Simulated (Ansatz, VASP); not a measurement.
**Cu: VASP beside Ansatz**

```xyz
1
Lattice="0.0000 1.7590 1.7590 1.7590 0.0000 1.7590 1.7590 1.7590 0.0000" Properties=species:S:1:pos:R:3 pbc="T T T"
Cu    0.0000    0.0000    0.0000
```

Alike in both runs: functional LDA; k mesh 20 × 20 × 20; occupations gaussian, width 0.1 eV; no spin polarisation.

Ansatz relaxed the structure, and its values are those at the end. VASP's run is a single point on that final structure, the one shown.

|  | VASP | Ansatz |
| --- | --- | --- |
| version | VASP 6.6.1 | Ansatz 0.2.0 |
| potentials or method | VASP PAW LDA potentials, release 64 (Cu) | scalar-relativistic, plane waves, PAW |
| plane-wave cutoff (eV) | 520 | 420 |
| valence electrons in the cell | 11 | 19 |

|  | VASP | Ansatz | Ansatz less VASP |
| --- | --- | --- | --- |
| gap on the k mesh at the Fermi level (eV) | none | none | - |
| pressure (GPa) | 1.1 | 0.0 | -1.13 |

A gap of «none» marks a metal or a gap that the smearing closes. The two sets of potentials don't hold the same shells in valence. Ansatz warned: «pseudo_functional_mismatch».
